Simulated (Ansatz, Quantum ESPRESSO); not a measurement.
**AlN (111), zinc blende: biaxial strain and the free axis**

A thin film takes the in-plane lattice of its substrate and is free along the normal. How do the free axis and the stress follow the misfit? The strained cell has c along the film normal; unstrained it is a = 3.0947 Å, b = 3.0947 Å, c = 7.5806 Å, α = 90.00°, β = 90.00°, γ = 120.00°, with 6 atoms.

Calculated with Quantum ESPRESSO 7.5, PBEsol, PseudoDojo 0.4.1 norm-conserving potentials, cutoff 1170 eV, Fermi–Dirac smearing 0.02 eV, k-mesh 10×10×4, no spin polarisation, no spin-orbit coupling.

Relaxed positions at 0 %:

```csv
atom,x,y,z
Al,0.0000,0.0000,0.0000
Al,0.3333,0.6667,0.3333
Al,0.6667,0.3333,0.6667
N,0.0000,0.0000,0.7500
N,0.3333,0.6667,0.0833
N,0.6667,0.3333,0.4167
```

```
ε∥ (%)   a (Å)   c (Å)  ε⊥ (%)  σ (GPa, tension positive)
    −3  3.0019  7.6644   1.106                     −16.55
    −2  3.0329  7.6361   0.733                     −10.65
    −1  3.0638  7.6080   0.363                      −5.14
     0  3.0947  7.5806   0.000                      −0.01
     1  3.1257  7.5537  −0.355                       4.75
     3  3.1876  7.5010  −1.050                      13.21
```

**Question.** Fit both responses and give the free strain and the stress at +2 %, a row left out above.

Least squares with y = y0 + y1 ε + y2 ε² (ε in %) gives ε⊥ = 0.001 + (−0.3594) ε + (0.0030) ε² and σ = −0.01 + (4.957) ε + (−0.184) ε² GPa. The linear terms put the ratio of free to applied strain at −0.359 and the biaxial modulus at 496 GPa.

At +2 % the free strain comes out as −0.706 %. The run itself gives −0.705 %, so the estimate misses by 0.001 %, a rounding's worth.

The stress comes out as 9.17 GPa. The run itself gives 9.15 GPa, so the estimate misses by 0.02 GPa; the fitted rows themselves lie up to 0.01 GPa off the law.

The negative ε² term means that the crystal stiffens in compression and softens in tension.

The same fit over all rows at other levels or in other programs gives the strain ratio = −0.371 with PBEsol (Quantum ESPRESSO, GBRV) and −0.369 with PBEsol (Ansatz).

[Logs are printed without paths, hosts, clocks, repeated set-up lines and the standing remarks that a program may print on its own settings, such as how far it seeks lower states.]
